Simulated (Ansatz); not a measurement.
## Computed properties of SrTiO3 (I4/mcm)

All numbers come from the plane-wave code Ansatz. Calculated for a static, non-magnetic cell.

The cell is SrTiO3 (I4/mcm) from a database of computed structures; cell and atoms were relaxed with r2SCAN. It is tetragonal, I4/mcm (No. 140); conventional cell a = 5.518 Å, c = 7.827 Å, 11.92 Å³ an atom. Around Sr lie 12 O at 2.67–2.86 Å; around Ti lie 6 O at 1.96 Å; around O lie 2 Ti at 1.96 Å and 4 Sr at 2.67–2.86 Å; around O lie 2 Ti at 1.96 Å and 4 Sr at 2.76 Å.

```cif
data_structure
_symmetry_space_group_name_H-M 'I4/mcm'
_symmetry_Int_Tables_number 140
_cell_length_a 5.5178
_cell_length_b 5.5178
_cell_length_c 7.8272
_cell_angle_alpha 90.000
_cell_angle_beta 90.000
_cell_angle_gamma 90.000
_cell_volume 238.31
loop_
_atom_site_label
_atom_site_type_symbol
_atom_site_symmetry_multiplicity
_atom_site_Wyckoff_symbol
_atom_site_fract_x
_atom_site_fract_y
_atom_site_fract_z
_atom_site_occupancy
Sr1 Sr 4 b 0.00000 0.50000 0.25000 1
Ti1 Ti 4 c 0.00000 0.00000 0.00000 1
O1 O 8 h 0.26690 0.76690 0.00000 1
O2 O 4 a 0.50000 0.50000 0.25000 1
```

Band edges at fixed r2SCAN geometry:
```json
{"level": "LDA", "k mesh": "6×6×6", "gap (eV)": "1.84", "kind": "direct", "edges": "Γ", "least direct gap (eV)": "1.84"}
{"level": "PBE", "k mesh": "6×6×6", "gap (eV)": "1.94", "kind": "direct", "edges": "Γ", "least direct gap (eV)": "1.94"}
{"level": "PBE+SOC", "k mesh": "6×6×6", "gap (eV)": "1.93", "kind": "direct", "edges": "Γ", "least direct gap (eV)": "1.93"}
{"level": "r2SCAN", "k mesh": "6×6×6", "gap (eV)": "2.31", "kind": "direct", "edges": "Γ", "least direct gap (eV)": "2.31"}
{"level": "HSE06", "k mesh": "4×4×4", "gap (eV)": "3.39", "kind": "direct", "edges": "Γ", "least direct gap (eV)": "3.39"}
{"level": "DDH-PBE0", "k mesh": "4×4×4", "gap (eV)": "3.31", "kind": "direct", "edges": "Γ", "least direct gap (eV)": "3.31"}
{"level": "PBE0", "k mesh": "4×4×4", "gap (eV)": "4.13", "kind": "direct", "edges": "Γ", "least direct gap (eV)": "4.13"}
```
PBE: smearing of 0.02 eV; the others have fixed occupations.
Wave cutoffs: 420 eV, 500 eV (r2SCAN). Set aside, since their points miss a band edge that the other levels read or their mesh is too coarse: LC-ωPBE.

The HSE06 gap is direct at Γ: 3.39 eV. Spin-orbit coupling changes the PBE gap by -0.02 eV, to 1.93 eV.

r2SCAN covers 26 % of the step from PBE to HSE06. For gaps to 0.1 eV, spin-orbit coupling (up to 0.02 eV here) can be left out. All these functionals give a gap of the same kind, direct.

Only the levels marked +SOC include spin-orbit coupling.

The meshes of the hybrids are coarse, so their gaps aren't converged to the digits shown.
